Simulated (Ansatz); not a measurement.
## Comparing deformations in WS2

Method: Ansatz 0.2.0, DFT PBEsol, scalar-relativistic, plane waves, PAW. Cutoff 420 eV, Γ-centred 12×12×12 k-points, Gaussian smearing of 0.05 eV. Spin–orbit coupling is left out, which can shift energies with elements as heavy as these. No spin polarisation. Energies are free energies at this smearing, counted from the undisturbed cell; pressure is positive in compression.

Zero of the scan (as given, not relaxed at this level; it stands at -0.6 GPa; this form isn't the usual structure):

```
W S
1.0
     1.57900    0.91164    6.16333
    -1.57900    0.91164    6.16333
     0.00000   -1.82327    6.16333
W S
1 2
Direct
  0.00000 0.00000 0.00000
  0.75030 0.75030 0.75030
  0.58100 0.58100 0.58100
```

The cell holds layers and no dispersion correction was added, so their binding is poorly described.

The cell is strained by ε times a Voigt pattern (xx, yy, zz, yz, xz, xy; engineering shear) with fractional coordinates fixed. τ = (1/V0) dE/dε comes from the stress tensor. Of each scan, only the three points used here are listed.

| pattern | ε | τ (GPa) |
| --- | --- | --- |
| (0, 0, 0, 0, 0, 1) | -0.0025 | -0.26 |
| (0, 0, 0, 0, 0, 1) | 0.0000 | 0.00 |
| (0, 0, 0, 0, 0, 1) | 0.0025 | 0.26 |
| (1, 1, 0, 0, 0, 0) | -0.0150 | -9.95 |
| (1, 1, 0, 0, 0, 0) | 0.0000 | 1.95 |
| (1, 1, 0, 0, 0, 0) | 0.0150 | 12.57 |
| (0, 0, 1, 0, 0, 0) | -0.0150 | -4.85 |
| (0, 0, 1, 0, 0, 0) | 0.0000 | -0.07 |
| (0, 0, 1, 0, 0, 0) | 0.0150 | 4.42 |

**Question.** Which constants do the scans give, and which deformation costs least for the same size of strain tensor?

**Answer.** The slope dτ/dε at zero (parabola through three points) is pᵀCp: (0, 0, 0, 0, 0, 1) gives C66 = 103 GPa; (1, 1, 0, 0, 0, 0) gives C11 + C22 + 2 C12 = 751 GPa; (0, 0, 1, 0, 0, 0) gives C33 = 309 GPa. The size of the strain tensor, ε:ε, is ε² times 0.5, 2.0, 1.0. Per unit of it the stiffnesses are 206, 375, 309 GPa, so (0, 0, 0, 0, 0, 1) is the softest of these: at ε:ε = (1 %)² the quadratic term costs 1.14 meV/atom against 2.08 for the stiffest. These are clamped-ion values.

Forces appear on the atoms along this scan, and letting them relax would lower the energy and soften the response.